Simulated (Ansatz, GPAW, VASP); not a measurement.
# One calculation of GaAs, 3 ways

```
CELL_PARAMETERS angstrom
0.00000 2.82685 2.82685
2.82685 0.00000 2.82685
2.82685 2.82685 0.00000
ATOMIC_POSITIONS crystal
As 0.75000 0.75000 0.75000
Ga 0.00000 0.00000 0.00000
```

Alike in all runs: task single point; functional PBE; k mesh 8 × 8 × 8; occupations gaussian, width 0.026 eV; no spin polarisation; no spin-orbit coupling. Pressure is positive in compression and, in plane waves, holds the error of the finite cutoff.

```tsv
program and potentials	plane-wave cutoff (eV)	notes	band gap (eV)	pressure (GPa)
Ansatz, all-electron LAPW, scalar-relativistic	-	-	0.52	3.27
GPAW, GPAW PAW data sets (gpaw-data 1.2.1)	600	4 valence electrons an atom on average	0.59	4.33
VASP, PBE PAW files As, Ga_d, 520 eV	520	9 valence electrons an atom on average	0.52	3.45
```

The band gap spans 0.52 (VASP, PBE PAW files As, Ga_d, 520 eV) to 0.59 eV (GPAW, GPAW PAW data sets (gpaw-data 1.2.1)), with all-electron results at 0.52. The pressure spans 3.27 (Ansatz, all-electron LAPW, scalar-relativistic) to 4.33 GPa (GPAW, GPAW PAW data sets (gpaw-data 1.2.1)), with all-electron results at 3.27. Spin-orbit coupling, left out here, moves the band edges of heavy atoms.

The functional is the same throughout but for its coding, so the spread measures potentials, basis and numerics; runs on potential files found faulty are left out.

All three calculations make GaAs a semiconductor with a gap far below the measured one. Since the all-electron result, 0.52 eV, is just as low, the shortfall belongs to the functional and not to the potentials: a semilocal Kohn-Sham gap lacks the derivative discontinuity of the exchange-correlation potential. The gap is especially sensitive here because the conduction-band minimum is an antibonding state of largely s character, whose energy depends strongly on bond length.

The positive pressures fit the known tendency of PBE to underbind GaAs: the cell is close to the experimental one, and the functional would prefer a larger volume. VASP, with the Ga 3d shell in the valence, reproduces the all-electron gap and comes near its pressure, whereas GPAW lies higher in both, possibly because its smaller valence leaves the 3d electrons in a frozen core, without their full repulsion on the As 4p states at the valence-band top. A single volume gives the direction of the relaxation, but neither the equilibrium lattice constant nor the gap there.
